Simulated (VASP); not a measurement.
# O2 in VASP: further runs, part 2 of 2

VASP 6.6.1.

## (5) Single point, PBE+D3(BJ), collinear spin, ferromagnetic start

File INCAR:

```
SYSTEM = O
ALGO = Normal
EDIFF = 1E-6
ENCUT = 520
GGA = PE
ISIF = 2
ISMEAR = 0
ISPIN = 2
ISYM = 0
IVDW = 12
LASPH = .TRUE.
LCHARG = .FALSE.
LORBIT = 11
LREAL = .FALSE.
LWAVE = .FALSE.
MAGMOM = 1.1 1.1
NBANDS = 17
NELM = 60
NUPDOWN = 2
PREC = Accurate
SIGMA = 0.01
```

File KPOINTS:

```
k-points
0
G
  1 1 1
  0 0 0
```

File POSCAR:

```
O                                       
1.0
   11.6260970939      0.0000000000      0.0000000000
    0.0000000000     12.1260970939      0.0000000000
    0.0000000000      0.0000000000     12.6260970939
  O             
     2
Selective dynamics
Direct
     0.5484297130999991    0.5219067479999993    0.5038687910999968   F   F   F
     0.4495703837437242    0.4856070573261271    0.4959722951594220   T   T   T
```

Potentials or basis: VASP PAW PBE potentials, release 64 (O).

Command:

```bash
> cat potpaw_PBE.64/O/POTCAR > POTCAR
> mpirun -np 4 vasp_gam > vasp.out
```

OUTCAR:

```text
SYSTEM = O
   EDIFF = 1E-6
   ENCUT = 520
   GGA = PE
   ISIF = 2
   ISMEAR = 0
   ISPIN = 2
   ISYM = 0
   IVDW = 12
   LASPH = .TRUE.
   LORBIT = 11
   LREAL = .FALSE.
   NELM = 60
   NUPDOWN = 2
   PREC = Accurate
 IVDW          = 12

 ion  position               nearest neighbor table
   1  0.548  0.522  0.504-   2 1.23
   2  0.450  0.486  0.496-   1 1.23

IMPORTANT INFORMATION: All symmetrisations will be switched off!
NOSYMM: (Re-)initialisation of all symmetry stuff for point group C_1.

----------------------------------------------------------------------------------------

                                     Primitive cell

  volume of cell :    1780.0168

  direct lattice vectors                    reciprocal lattice vectors
    11.626097094  0.000000000  0.000000000     0.086013388  0.000000000  0.000000000
     0.000000000 12.126097094  0.000000000     0.000000000  0.082466765  0.000000000
     0.000000000  0.000000000 12.626097094     0.000000000  0.000000000  0.079201038

  length of vectors
    11.626097094 12.126097094 12.626097094     0.086013388  0.082466765  0.079201038

  position of ions in fractional coordinates (direct lattice)
     0.548429713  0.521906748  0.503868791
     0.449570384  0.485607057  0.495972295

  ion indices of the primitive-cell ions
   primitive index   ion index
                 1           1
                 2           2

----------------------------------------------------------------------------------------

 KPOINTS: k-points

Automatic generation of k-mesh.
 Grid dimensions read from file:
 generate k-points for:    1    1    1

 Generating k-lattice:

  Cartesian coordinates                     Fractional coordinates (reciprocal lattice)
     0.086013388  0.000000000  0.000000000     1.000000000  0.000000000  0.000000000
     0.000000000  0.082466765  0.000000000     0.000000000  1.000000000  0.000000000
     0.000000000  0.000000000  0.079201038     0.000000000  0.000000000  1.000000000

  Length of vectors
     0.086013388  0.082466765  0.079201038

  Shift w.r.t. Gamma in fractional coordinates (k-lattice)
     0.000000000  0.000000000  0.000000000

 Subroutine IBZKPT returns following result:
 ===========================================

 Found      1 irreducible k-points:

 Following reciprocal coordinates:
            Coordinates               Weight
  0.000000  0.000000  0.000000      1.000000
   k-points           NKPTS =      1   k-points in BZ     NKDIM =      1   number of bands    NBANDS=     20
   number of dos      NEDOS =    301   number of ions     NIONS =      2
   total plane-waves  NPLWV = 777600
   dimension x,y,z NGX =    90 NGY =   90 NGZ =   96
   dimension x,y,z NGXF=   180 NGYF=  180 NGZF=  192
   ions per type =               2
   NGX,Y,Z   is equivalent  to a cutoff of  12.87, 12.34, 12.64 a.u.
   NGXF,Y,Z  is equivalent  to a cutoff of  25.74, 24.68, 25.28 a.u.
 SYSTEM =  O
   PREC   = accura    normal or accurate (medium, high low for compatibility)
   ISTART =      0    job   : 0-new  1-cont  2-samecut
   ICHARG =      2    charge: 1-file 2-atom 10-const
   ISPIN  =      2    spin polarized calculation?
   LNONCOLLINEAR =      F non collinear calculations
   LSORBIT =      F    spin-orbit coupling
   LASPH  =      T    aspherical Exc in radial PAW
   ENCUT  =  520.0 eV  38.22 Ry    6.18 a.u.  21.62 22.55 23.48*2*pi/ulx,y,z
   NELM   =     60;   NELMIN=  2; NELMDL= -5     # of ELM steps
   EDIFF  = 0.1E-05   stopping-criterion for ELM
   LREAL  =      F    real-space projection
   EDIFFG = 0.1E-04   stopping-criterion for IOM
   NSW    =      0    number of steps for IOM
   IBRION =     -1    ionic relax: 0-MD 1-quasi-New 2-CG
   NFREE  =      0    steps in history (QN), initial steepest desc. (CG)
   ISIF   =      2    stress and relaxation
   ISYM   =      0    0-nonsym 1-usesym 2-fastsym
   POTIM  = 0.5000    time-step for ionic-motion
   TEBEG  =    0.0;   TEEND  =   0.0 temperature during run
   PSTRESS=    0.0 pullay stress
   NELECT =      12.0000    total number of electrons
   NUPDOWN=       2.0000    fix difference up-down
   EMIN   =  10.00;   EMAX   =-10.00  energy-range for DOS
   EFERMI =   0.00;   METHOD = LEGACY
   ISMEAR =     0;   SIGMA  =   0.01  broadening in eV -4-tet -1-fermi 0-gaus
   EFERMI_NEDOS =   21; number of points for ismear=-14 and -15
   IALGO  =     38    algorithm
   IMIX   =      4    mixing-type and parameters
     AMIX     =   0.40;   BMIX     =  1.00
     AMIX_MAG =   1.60;   BMIX_MAG =  1.00
  volume/ion in A,a.u.               =     890.01      6006.07
  Fermi-wavevector in a.u.,A,eV,Ry     =   0.309262  0.584421  1.301306  0.095643
  Thomas-Fermi vector in A             =   1.185817
   LORBIT       =     11    0 simple, 1 ext, 2 COOP (PROOUT), +10 PAW based schemes
   GGA     = PE    functional components
   LHFCALC =     F    Hartree Fock is set to
   AEXX    =    0.0000 exact exchange contribution
   IVDW    =    12    specifies the selected vdW correction
   LEPSILON=     F    determine dielectric tensor
   LRPA    =     F    only Hartree local field effects (RPA)
 spin polarized calculation
 Gauss-broadening in eV      SIGMA  =   0.01
  energy-cutoff  :      520.00
  volume of cell :     1780.02
 maximum number of plane-waves:     23975
 NGX is ok and might be reduce to    90
   NGX = 43   NGY = 45   NGZ = 47

 number of electron      12.0000001 magnetization       1.9999738

 Free energy of the ion-electron system (eV)
  ---------------------------------------------------
  ext. energy  EPLUGINS =         0.00000000
  ---------------------------------------------------
  free energy    TOTEN  =        -9.88453169 eV

  energy without entropy =       -9.88453169  energy(sigma->0) =       -9.88453169

 E-fermi : -11.3007     XC(G=0):  -0.3287

 val. band max:       -6.9661924679   @ k =   0.0000   0.0000   0.0000
 cond. band min:      -4.6620996172   @ k =   0.0000   0.0000   0.0000
 fundamental gap:      2.3040928507
 Fermi energy:        -6.8838404817

 spin component 1

 k-point     1 :       0.0000    0.0000    0.0000
  band No.  band energies     occupation
      1     -32.4530      1.00000
      2     -20.6396      1.00000
      3     -13.3652      1.00000
      4     -13.2541      1.00000
      5     -13.2541      1.00000
      6      -6.9662      1.00000
[... 10 lines left out ...]
     17       1.6949      0.00000
     18       1.8184      0.00000
 Fermi energy:       -11.3007251995

 spin component 2

 k-point     1 :       0.0000    0.0000    0.0000
  band No.  band energies     occupation
      1     -31.2371      1.00000
      2     -18.8426      1.00000
      3     -12.4713      1.00000
      4     -11.3897      1.00000
      5     -11.3896      1.00000
      6      -4.6621      0.00000
[... 10 lines left out ...]
     17       1.7684      0.00000
     18       1.8599      0.00000
 [bands above 18 left out]

------------------------ aborting loop because EDIFF is reached ----------------------------------------

 Edisp (eV)   -0.00731

 E8    (eV) :    -0.0021

  FORCE on cell =-STRESS in cart. coord.  units (eV):
  Direction    XX          YY          ZZ          XY          YZ          ZX
  --------------------------------------------------------------------------------------
  -------------------------------------------------------------------------------------
  Total      -0.19534    -0.08616    -0.06709    -0.04906    -0.00428    -0.01092
  in kB      -0.17583    -0.07756    -0.06039    -0.04416    -0.00385    -0.00983
  external pressure =       -0.10 kB  Pullay stress =        0.00 kB

 VOLUME and BASIS-vectors are now :
 -----------------------------------------------------------------------------
  energy-cutoff  :      520.00
  volume of cell :     1780.02
      direct lattice vectors                 reciprocal lattice vectors
    11.626097094  0.000000000  0.000000000     0.086013388  0.000000000  0.000000000
     0.000000000 12.126097094  0.000000000     0.000000000  0.082466765  0.000000000
     0.000000000  0.000000000 12.626097094     0.000000000  0.000000000  0.079201038

 POSITION                                       TOTAL-FORCE (eV/Angst)
 -----------------------------------------------------------------------------------
      6.37610      6.32869      6.36190        -0.107565     -0.041672     -0.009587
      5.22675      5.88852      6.26219         0.107565      0.041672      0.009587
 -----------------------------------------------------------------------------------
    total drift:                                0.000904      0.000186      0.000571

  FREE ENERGIE OF THE ION-ELECTRON SYSTEM (eV)
  ---------------------------------------------------
  free  energy   TOTEN  =        -9.8918432233 eV

  energy  without entropy=       -9.8918432233  energy(sigma->0) =       -9.89184322

 total charge

# of ion       s       p       d       tot
------------------------------------------
    1        1.611   3.273   0.000   4.885
    2        1.611   3.273   0.000   4.885
--------------------------------------------------
tot          3.223   6.547   0.000   9.769

 magnetization (x)

# of ion       s       p       d       tot
------------------------------------------
    1        0.010   0.801   0.000   0.811
    2        0.010   0.801   0.000   0.811
--------------------------------------------------
tot          0.020   1.602   0.000   1.623
```

OSZICAR:

```text
N       E                     dE             d eps       ncg     rms          rms(c)
DAV:   1     0.136022277049E+03    0.13602E+03   -0.24843E+03    96   0.300E+02
DAV:   2     0.423430100346E+02   -0.93679E+02   -0.90845E+02   124   0.588E+01
[... 16 lines left out ...]
DAV:  19    -0.988449793130E+01   -0.13331E-04   -0.49674E-07    88   0.180E-03    0.444E-04
DAV:  20    -0.988451737562E+01   -0.19444E-04   -0.70933E-07    80   0.235E-03    0.320E-04
DAV:  21    -0.988452382961E+01   -0.64540E-05   -0.11440E-07    80   0.108E-03    0.147E-04
DAV:  22    -0.988452800268E+01   -0.41731E-05   -0.42781E-08   104   0.663E-04    0.110E-04
DAV:  23    -0.988453088406E+01   -0.28814E-05   -0.27802E-08    96   0.559E-04    0.849E-05
DAV:  24    -0.988453169170E+01   -0.80764E-06   -0.65119E-09   104   0.331E-04
   1 F= -.98918432E+01 E0= -.98918432E+01  d E =-.195750E-31  mag=     2.0000
```

stdout:

```text
POSCAR found type information on POSCAR O
 POSCAR found :  1 types and       2 ions
 scaLAPACK will be used
 LDA part: xc-table for (Slater+PW92), standard interpolation
 -----------------------------------------------------------------------------
|                                                                             |
|           W    W    AA    RRRRR   N    N  II  N    N   GGGG   !!!           |
|           W    W   A  A   R    R  NN   N  II  NN   N  G    G  !!!           |
|           W    W  A    A  R    R  N N  N  II  N N  N  G       !!!           |
|           W WW W  AAAAAA  RRRRR   N  N N  II  N  N N  G  GGG   !            |
|           WW  WW  A    A  R   R   N   NN  II  N   NN  G    G                |
|           W    W  A    A  R    R  N    N  II  N    N   GGGG   !!!           |
|                                                                             |
|     The number of bands has been changed from the values supplied in        |
|     The orbitals not found in the WAVECAR file will be initialized with     |
|     random numbers, which is usually adequate. For correlated               |
|     calculations, however, you should redo the groundstate calculation.     |
|     I found NBANDS = 17. Now, NBANDS = 20.                                  |
|                                                                             |
 -----------------------------------------------------------------------------

 POSCAR, INCAR and KPOINTS ok, starting setup
 FFT: planning ... GRIDC
 FFT: planning ... GRID_SOFT
 FFT: planning ... GRID
 WAVECAR not read
 entering main loop
```

Wall time 1.9 min (4 MPI ranks of AMD EPYC 7R13 (Zen 3), shared host); peak memory 0.59 GiB.

What came out:

| Item | Value |
| --- | --- |
| Free energy | -9.8918 eV |
| Largest force | 0.116 eV/Å |
| Net moment | 2.00 μB per cell |
| Site moments | O +0.81 μB |
| Valence electrons inside the program's atomic spheres | O 4.88 |
| Dispersion energy per atom | -0.004 eV |

Forces in eV/Å, atoms in the order of the input:
```
O   -0.108 -0.042 -0.010
O    0.108  0.042  0.010
```

Caveat: the standard files for N, O and F lose accuracy on very short bonds; the total moment is fixed, so each spin has its own Fermi level.

## (6) Single point, PBE+D3(BJ), collinear spin, ferromagnetic start

Edit INCAR of step 5 so:

```diff
@@ -3,3 +3,3 @@
 EDIFF = 1E-6
-ENCUT = 520
+ENCUT = 250
 GGA = PE
```

KPOINTS is that of step 5.

POSCAR is that of step 5.

Potentials or basis: VASP PAW PBE potentials, release 64 (O).

Command:

```bash
> cat potpaw_PBE.64/O/POTCAR > POTCAR
> mpirun -np 4 vasp_gam > vasp.out
```

OUTCAR:

```text
SYSTEM = O
   EDIFF = 1E-6
   ENCUT = 250
   GGA = PE
   ISIF = 2
   ISMEAR = 0
   ISPIN = 2
   ISYM = 0
   IVDW = 12
   LASPH = .TRUE.
   LORBIT = 11
   LREAL = .FALSE.
   NELM = 60
   NUPDOWN = 2
   PREC = Accurate
 IVDW          = 12

 ion  position               nearest neighbor table
   1  0.548  0.522  0.504-   2 1.23
   2  0.450  0.486  0.496-   1 1.23

IMPORTANT INFORMATION: All symmetrisations will be switched off!
NOSYMM: (Re-)initialisation of all symmetry stuff for point group C_1.

----------------------------------------------------------------------------------------

                                     Primitive cell

  volume of cell :    1780.0168

  direct lattice vectors                    reciprocal lattice vectors
    11.626097094  0.000000000  0.000000000     0.086013388  0.000000000  0.000000000
     0.000000000 12.126097094  0.000000000     0.000000000  0.082466765  0.000000000
     0.000000000  0.000000000 12.626097094     0.000000000  0.000000000  0.079201038
[... 149 lines left out ...]
      5     -11.6918      1.00000
      6      -4.8164      0.00000
[... 10 lines left out ...]
     17       1.6538      0.00000
     18       1.7323      0.00000
 [bands above 18 left out]

------------------------ aborting loop because EDIFF is reached ----------------------------------------

 Edisp (eV)   -0.00731

 E8    (eV) :    -0.0021

  FORCE on cell =-STRESS in cart. coord.  units (eV):
  Direction    XX          YY          ZZ          XY          YZ          ZX
  --------------------------------------------------------------------------------------
  -------------------------------------------------------------------------------------
  Total     -21.76764   -21.80129   -22.17018     0.20100     0.01974     0.05027
  in kB     -19.59286   -19.62315   -19.95518     0.18092     0.01777     0.04525
  external pressure =      -19.72 kB  Pullay stress =        0.00 kB

 VOLUME and BASIS-vectors are now :
 -----------------------------------------------------------------------------
  energy-cutoff  :      250.00
  volume of cell :     1780.02
      direct lattice vectors                 reciprocal lattice vectors
    11.626097094  0.000000000  0.000000000     0.086013388  0.000000000  0.000000000
     0.000000000 12.126097094  0.000000000     0.000000000  0.082466765  0.000000000
     0.000000000  0.000000000 12.626097094     0.000000000  0.000000000  0.079201038

 POSITION                                       TOTAL-FORCE (eV/Angst)
 -----------------------------------------------------------------------------------
      6.37610      6.32869      6.36190        -0.470311     -0.187927     -0.045402
      5.22675      5.88852      6.26219         0.470311      0.187927      0.045402
 -----------------------------------------------------------------------------------
    total drift:                                0.000255      0.000301      0.000043

  FREE ENERGIE OF THE ION-ELECTRON SYSTEM (eV)
  ---------------------------------------------------
  free  energy   TOTEN  =        -9.8207426899 eV

  energy  without entropy=       -9.8207426899  energy(sigma->0) =       -9.82074269

 total charge

# of ion       s       p       d       tot
------------------------------------------
    1        1.804   3.392   0.000   5.196
    2        1.804   3.392   0.000   5.196
--------------------------------------------------
tot          3.607   6.785   0.000  10.392

 magnetization (x)

# of ion       s       p       d       tot
------------------------------------------
    1        0.010   0.822   0.000   0.832
    2        0.010   0.822   0.000   0.832
--------------------------------------------------
tot          0.019   1.644   0.000   1.664
```

OSZICAR:

```text
N       E                     dE             d eps       ncg     rms          rms(c)
DAV:   1     0.121863028985E+03    0.12186E+03   -0.19315E+03    96   0.172E+02
DAV:   2     0.405609940880E+02   -0.81302E+02   -0.61948E+02   124   0.564E+01
[... 15 lines left out ...]
DAV:  18    -0.981340882358E+01   -0.16750E-04   -0.23190E-07    96   0.203E-03    0.454E-04
DAV:  19    -0.981341720165E+01   -0.83781E-05   -0.86028E-08   100   0.119E-03    0.332E-04
DAV:  20    -0.981342483968E+01   -0.76380E-05   -0.52012E-08   104   0.964E-04    0.204E-04
DAV:  21    -0.981342899015E+01   -0.41505E-05   -0.39536E-08    96   0.884E-04    0.109E-04
DAV:  22    -0.981343020137E+01   -0.12112E-05   -0.39579E-09    96   0.326E-04    0.773E-05
DAV:  23    -0.981343115826E+01   -0.95689E-06   -0.34126E-09    88   0.327E-04
   1 F= -.98207427E+01 E0= -.98207427E+01  d E =-.197039E-23  mag=     2.0000
```

Run time: 32 s. Hardware: 4 MPI ranks of AMD EPYC 7R13 (Zen 3), shared host; peak memory 0.28 GiB.

The run converged, but a check on its numbers failed (symmetry, net force, bounds or a known fault of this set-up), so they aren't taken as properties of the molecule.

Caveat: the cutoff lies under the usual one of these potentials, so the numbers hold a large basis-set error; the standard files for N, O and F lose accuracy on very short bonds; the total moment is fixed, so each spin has its own Fermi level.

## (7) Single point, HSE06+D3(BJ), collinear spin, ferromagnetic start

POSCAR is that of step 6.

File INCAR.step1:

```
SYSTEM = O
ALGO = Normal
EDIFF = 1E-5
ENCUT = 400
GGA = PE
ISIF = 2
ISMEAR = 0
ISPIN = 2
ISYM = 0
LASPH = .TRUE.
LORBIT = 11
LREAL = .FALSE.
LWAVE = .TRUE.
MAGMOM = 1.1 1.1
NBANDS = 17
NELM = 60
NUPDOWN = 2
PREC = Accurate
SIGMA = 0.01
TIME = 0.4
```

File INCAR.step2:

```
SYSTEM = O
ALGO = Damped
EDIFF = 1E-6
ENCUT = 400
GGA = PE
HFSCREEN = 0.2
ISIF = 2
ISMEAR = 0
ISPIN = 2
ISTART = 1
ISYM = 0
IVDW = 12
LASPH = .TRUE.
LCHARG = .FALSE.
LHFCALC = .TRUE.
LORBIT = 11
LREAL = .FALSE.
LWAVE = .FALSE.
MAGMOM = 1.1 1.1
NBANDS = 17
NELM = 60
NUPDOWN = 2
PREC = Accurate
PRECFOCK = Fast
SIGMA = 0.01
TIME = 0.4
VDW_A1 = 0.383
VDW_A2 = 5.685
VDW_S6 = 1.0
VDW_S8 = 2.31
```

KPOINTS is that of step 6.

Command:

```bash
> cat potpaw_PBE.64/O/POTCAR > POTCAR
> cp INCAR.step1 INCAR
> mpirun -np 4 vasp_gam > vasp.out
> cp INCAR.step2 INCAR
> mpirun -np 4 vasp_gam > vasp.out
```

Wall time 2.4 min (4 MPI ranks of AMD EPYC 7R13 (Zen 3), shared host); peak memory 0.58 GiB.

It converged, with:

```yaml
Free_energy: -13.9947 eV
Largest_force: 1.885 eV/Å
Net_moment: 2.00 μB per cell
Site_moments: O +0.84 μB
Valence_electrons_inside_the_program's_atomic_spheres: O 4.94
Dispersion_energy_per_atom: -0.002 eV
```

Forces on the atoms (eV/Å):
```
O   -1.750 -0.681 -0.159
O    1.750  0.681  0.159
```

Caveat: the cutoff is under 1.25 times the usual one of these potentials, so pressure, stress and relaxed cells hold a basis-set (Pulay) error; the standard files for N, O and F lose accuracy on very short bonds; the PAW data sets were made with another functional, which shifts forces and pressure a little; the total moment is fixed, so each spin has its own Fermi level.

## (8) The runs side by side

| level | cutoff (eV) | grid for exact exchange (PRECFOCK) | screening parameter | moment (μB) | largest force (eV/Å) |
| --- | --- | --- | --- | --- | --- |
| PBEsol | 400 | - | - | 2.00 | 0.46 |
| PBE+D3 | 400 | - | - | 2.00 | 0.02 |
| PBE+D4 | 400 | - | - | 2.00 | 0.02 |
| PBE+D3(BJ) | 520 | - | - | 2.00 | 0.12 |
| HSE06+D3(BJ) | 400 | Fast | 0.2 1/A | 2.00 | 1.88 |

Alike in all rows: task single point; potentials or basis VASP PAW PBE potentials, release 64 (O); spin collinear, ferromagnetic start; fixed moment (μB) 2; cell as given; k mesh 1 × 1 × 1; smearing gaussian 0.01 eV.

Caveats: the standard files for N, O and F lose accuracy on very short bonds; the total moment is fixed, so each spin has its own Fermi level; the cutoff is under 1.25 times the usual one of these potentials, so pressure, stress and relaxed cells hold a basis-set (Pulay) error (some runs); the PAW data sets were made with another functional, which shifts forces and pressure a little (some runs).

Absolute energies hang on the potentials; compare differences alone.
